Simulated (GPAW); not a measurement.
Input of a GPAW 26.7.0 run:

Contents of run.py:

```python
from ase import Atoms
from ase.dft.bandgap import bandgap
from ase.io import write
from ase.units import GPa
from gpaw import GPAW, PW

atoms = Atoms(['Mo', 'Mo', 'S', 'S', 'S', 'S'],
              cell=[[3.169, 0.0, 0.0],
                    [-1.5845, 2.7444345046, 0.0],
                    [0.0, 0.0, 12.324]],
              scaled_positions=[[0.6666666667, 0.3333333333, 0.75],
                                [0.3333333333, 0.6666666667, 0.25],
                                [0.6666666667, 0.3333333333, 0.377],
                                [0.3333333333, 0.6666666667, 0.877],
                                [0.6666666667, 0.3333333333, 0.123],
                                [0.3333333333, 0.6666666667, 0.623]],
              pbc=True)

calc = GPAW(mode=PW(450),
            xc='LDA',
            kpts={'size': (8, 8, 2), 'gamma': True},
            occupations={'name': 'fermi-dirac', 'width': 0.05},
            nbands=46,
            maxiter=120,
            txt='gpaw.txt')
atoms.calc = calc
energy = atoms.get_potential_energy()
forces = atoms.get_forces()
stress = atoms.get_stress()
calc.write('gs.gpw')
write('result.traj', atoms)
print(f'Energy: {energy:.6f} eV')
print('Forces (eV/A):')
print(forces.round(4))
print('Stress (GPa):', (stress / GPa).round(3))
print('Fermi level:', round(calc.get_fermi_level(), 4), 'eV')
print(f'Gap: {bandgap(calc)[0]:.4f} eV, direct: {bandgap(calc, direct=True)[0]:.4f} eV')
```

Potentials or basis: the program's PAW data sets (release 1.2.1) made for this functional, pw.

Command:

```bash
$ OMP_NUM_THREADS=1 python run.py
```

Task: Estimate the pressure.

Result: -6.3 GPa.

Task: Estimate the largest force.

Result: 0.526 eV/Å.

Forces in eV/Å, atoms in the order of the input:
```
Mo   0.000  0.000  0.000
Mo   0.000  0.000  0.000
S    0.000  0.000 -0.526
S    0.000  0.000 -0.524
S    0.000  0.000  0.524
S    0.000  0.000  0.526
```

Caveat: the cutoff is short for stress and forces, so pressures can be off by a GPa or more.

**The experiment to reproduce.**

From “Multiwavelength excitation Raman Scattering Analysis of bulk and 2 dimensional MoS2: Vibrational properties of atomically thin MoS2 layers”, 2015, arxiv:1506.03228, for a bulk crystal of MoS2 at 300 K: band gap 1.3 eV (indirect).

Against the measured gap of MoS2, 1.3 eV (indirect; 300 K; “Multiwavelength excitation Raman Scattering Analysis of bulk and 2 dimensional MoS2: Vibrational properties of atomically thin MoS2 layers”, 2015, arxiv:1506.03228), the calculated 0.90 eV is off by -0.40 eV. Spin-orbit coupling on Mo is left out. The value is that of LDA on a finite k mesh, which can miss the band edges, without temperature or zero-point motion. Semilocal functionals fall short of measured gaps as a rule.
